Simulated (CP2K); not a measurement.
## Nb in CP2K: the effect of functional

Nb:

```
Nb
1.0
     2.70682    0.00000    0.00000
    -0.73600    3.27528    0.00000
    -0.82961   -1.97253    1.99622
Nb
1
Direct
  0.00000 0.00000 0.00000
```

This isn't the form of Nb at room conditions, which is bcc.

Alike in all runs:

- Program: CP2K 2026.2
- Task: band structure
- Potentials or basis: POTENTIAL_UZH Nb GTH-PBE-q13; TZVP-MOLOPT-PBE-GTH basis
- Density cutoff: 9184 eV
- k mesh: 12 × 11 × 13
- Occupations: fermi-dirac, width 0.05 eV
- Spin: no spin polarisation

One run gave: pressure 3.9 GPa. Which functional did it use?
A. HLE17
B. PBEsol
C. optB88-vdW
D. HLE16
E. LDA

E.

```csv
functional,pressure (GPa)
LDA,3.9
PBEsol,7.1
AM05,6.6
optB88-vdW,12.5
HLE16,-28.5
HLE17,-10.6
```

Caveats: the potentials were made for another functional, which shifts forces and pressure; the basis of atomic orbitals isn't converged, which shifts pressures, moduli and gaps; the potentials were made for a functional far from this one (some runs).

Runs at the PBE level aren't shown here.
